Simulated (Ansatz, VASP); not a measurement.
Hf: VASP beside Ansatz

INCAR

```
SYSTEM = Hf
PREC = Accurate ; ENCUT = 520
EDIFF = 1E-6 ; ISMEAR = -1
SIGMA = 0.1 ; LREAL = .FALSE.
LASPH = .TRUE. ; NELM = 100
ALGO = Normal ; ISIF = 2
LWAVE = .FALSE. ; LCHARG = .FALSE.
GGA = CA ; NBANDS = 22
```

The input KPOINTS:

```
Automatic mesh
0
G
  9 9 12
  0 0 0
```

The input POSCAR:

```
Hf
1.0
    4.7923197913      0.0000000000      0.0000000000
   -2.3961598956      4.1502706823      0.0000000000
    0.0000000000      0.0000000000      2.9869580782
Hf
3
Direct
    1.0000000000      1.0000000000      1.0000000000
    0.3333333333      0.6666666667      0.5000000000
    0.6666666667      0.3333333333      0.5000000000
```

Input for Ansatz:

```yaml
crystal:
  lattice:
    - [4.7923197913, 0.0, 0.0]
    - [-2.3961598956, 4.1502706823, 0.0]
    - [0.0, 0.0, 2.9869580782]
  atoms:
    - { symbol: Hf, position: [1.0, 1.0, 1.0] }
    - { symbol: Hf, position: [0.3333333333, 0.6666666667, 0.5] }
    - { symbol: Hf, position: [0.6666666667, 0.3333333333, 0.5] }
hamiltonian:
  xc: lda
  pseudopotentials:
    kind: paw
    azcp:
      Hf: "pseudopotentials/Hf.paw.azcp"
basis:
  ecutwfc: 420
  fft_grid_basis: typed
kpoints:
  mp_grid: { grid: [9, 9, 12], shift: [0, 0, 0] }
magnetization:
  spin_polarized: false
scf:
  occupations: { method: fermi_dirac, width: 0.1 }
  lower_state_search: "off"
output:
  stress: true
```

Alike in both runs: task single point; functional LDA; k mesh 9 × 9 × 12; occupations fermi-dirac, width 0.1 eV; no spin polarisation.

```csv
,VASP,Ansatz
version,VASP 6.6.1,Ansatz 0.2.0
potentials or method,"VASP PAW LDA potentials, release 64 (Hf_pv)","plane waves (420 eV) with PAW, scalar-relativistic"
plane-wave cutoff (eV),520,420
valence electrons in the cell,30,78
```

```csv
,VASP,Ansatz,Ansatz less VASP
pressure (GPa),5.5,5.4,-0.12
largest component of the traceless stress (GPa),0.29,0.12,-0.166
```

The two sets of potentials don't hold the same shells in valence. Ansatz warned: «pseudo_functional_mismatch».

Spin-orbit coupling is left out, which matters for the levels of Hf.
